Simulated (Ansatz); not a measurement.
## BP

Level of theory: DFT, PBE, scalar-relativistic, no spin polarisation; plane waves to 420 eV with PAW datasets (Ansatz 0.2.0), Γ-centred 12×12×12 mesh, 0.05 eV Gaussian smearing; PAW files: Ansatz's generated set soft_2.

```
B P
1.0
     0.00000    2.27421    2.27421
     2.27421    0.00000    2.27421
     2.27421    2.27421    0.00000
B P
1 1
Cartesian
  0.0000 0.0000 0.0000
  3.4113 3.4113 3.4113
```

The chain of runs began from a cell as deposited in COD, expanded in volume.

The run above is the reference. The same cell was run again with other input settings; several of them aren't fit for production, so the rows show the settings' effect and aren't properties of the material.

| keys changed | outcome | ΔE (meV/atom) | P (GPa) | gap on the mesh (eV) | cell moment (μB) | largest force component (eV/Å) | SCF iterations | rough core-seconds | new warnings |
| --- | --- | --- | --- | --- | --- | --- | --- | --- | --- |
| none (reference) | converged | 0.0 | 0.0 | 1.25 | – | 0.000 | – | – | – |
| hamiltonian.dispersion: "d3bjatm"; accuracy: "high"; scf.occupations.method: "gaussian" → "cold"; scf.occupations.width: 0.05 → 0.005 | converged | – | -3.8 | 1.25 | – | 0.000 | 8 | 2.5 | – |
| hamiltonian.dispersion: "d4"; scf.initial_density.chi_scale: 0.3 | converged | – | -4.7 | 1.25 | – | 0.000 | 7 | 2.2 | – |
| accuracy: "medium"; scf.convergence.dr2_threshold: 1e-08; hamiltonian.dispersion: "d3bj" | converged | – | -4.4 | 1.25 | – | 0.000 | 7 | 2.5 | stress scf threshold loose |
| scf.mixing.algorithm: "broyden"; scf.mixing.beta: 0.5; scf.mixing.ndim: 4 | converged | 0.0 | 0.0 | 1.25 | – | 0.000 | 6 | 1.6 | – |
| scf.convergence.dr2_threshold: 1e-05; scf.occupations.width: 0.05 → null; scf.occupations.method: "gaussian" → "tetrahedron_uncorrected" | converged | 0.0 | 0.0 | 1.25 | – | 0.000 | 6 | 1.8 | band table not solved further; force scf threshold loose; stress scf threshold loose |

These changes also left energy (to 0.1 meV/atom), pressure, gap, moment and forces as in the reference: scf.lower_state_search: "standard" | scf.algorithm: "direct_min" | scf.initial_density.chi_scale: 0.1; basis.ecutrho_ratio: 4 → 8.

ΔE is the energy with the smearing extrapolated to zero. It is left out where the change alters the Hamiltonian or the spin treatment. The varied runs start from atomic densities (corrected by the program's trained start where that serves), with the default search for lower states unless a row changes it.

**Question.** What happens with these changes: hamiltonian.dispersion: "d3bj"?

**Answer.** outcome converged, P (GPa) -4.4, gap on the mesh (eV) 1.25, largest force component (eV/Å) 0.000, SCF iterations 6, rough core-seconds 1.7.

Changing scf.algorithm only steers the path to self-consistency, so the energy stays within 0.5 meV/atom.

The pair part of a dispersion correction pulls inward (a three-body part mostly pushes out), and in metals and ionic crystals with large ions it often overbinds.

Of the reference: Kohn–Sham gaps of semilocal functionals lie under measured ones, often by a third or more.
